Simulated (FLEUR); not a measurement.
## CdTe under changes of volume

One of the cells (32.922 Å³/atom); the others are scaled copies at fixed shape and fractional positions:

```xyz
2
Lattice="0.0000 3.2050 3.2050 3.2050 0.0000 3.2050 3.2050 3.2050 0.0000" Properties=species:S:1:pos:R:3 pbc="T T T"
Te    4.8075    4.8075    4.8075
Cd    0.0000    0.0000    0.0000
```

| Quantity | Value |
| --- | --- |
| Program | FLEUR MaX-R8.1 (later development tree) |
| Functional | revPBE |
| Potentials or basis | all-electron |
| Basis | FLAPW |
| Kmax | 3.8 1/bohr |
| k mesh | 7 × 7 × 7 |
| Occupations | fermi-dirac, width 0.05 eV |
| Spin | no spin polarisation |

```tsv
volume (Å³/atom)	energy over the lowest point (meV/atom)	gap on the mesh (eV)
30.947	138.74	1.17
31.605	?	?
32.922	48.63	0.98
34.239	11.99	0.86
34.897	0.00	0.81
```

Question: What does the run at 31.605 Å³/atom give?

Answer: Energy over the lowest point 103.82 meV/atom; gap on the mesh 1.11 eV.

Worked out: A Birch-Murnaghan fit of order 2 (a polynomial in V^(-2/3)) to the other rows has no minimum within the range. It gives 103.33 meV/atom at 31.605 Å³/atom, against the run's 103.82. A straight line through the other rows of the gap, of slope -3.02 eV per unit of ln V (its deformation potential), gives 1.11 eV, against the run's 1.11.

Energies are extrapolated to zero smearing.

Caveats: the plane-wave cutoff is short for the semicore states, which can make moduli rough; spin-orbit coupling is left out, which moves the levels of the heavy elements.
